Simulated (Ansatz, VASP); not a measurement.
# V in VASP and in Ansatz

```
CELL_PARAMETERS angstrom
1.83195 1.83195 0.00000
-1.83195 1.83195 0.00000
0.00000 0.00000 3.66389
ATOMIC_POSITIONS crystal
V 0.00000 0.00000 0.00000
V 0.50000 0.50000 0.50000
```

Change from the starting cell: equal strain along all axes, cell held, atoms relaxed: -4.0 %.

Alike in both runs: task single point; functional PBE; k mesh 16 × 16 × 12; occupations gaussian, width 0.1 eV; no spin polarisation.

|  | VASP | Ansatz |
| --- | --- | --- |
| version | VASP 6.6.1 | Ansatz 0.2.0 |
| potentials or method | VASP PAW PBE potentials, release 64 (V_sv) | scalar-relativistic, plane waves, PAW |
| plane-wave cutoff (eV) | 520 | 420 |
| valence electrons in the cell | 26 | 26 |

|  | VASP | Ansatz | Ansatz less VASP |
| --- | --- | --- | --- |
| gap on the k mesh at the Fermi level (eV) | none | none | - |
| pressure (GPa) | 27.6 | 27.3 | -0.32 |

A gap of «none» marks a metal or a gap that the smearing closes.

Caveats: so large a pressure means that the cell lies far from this level's equilibrium, or that cutoff or potentials fall short (VASP).
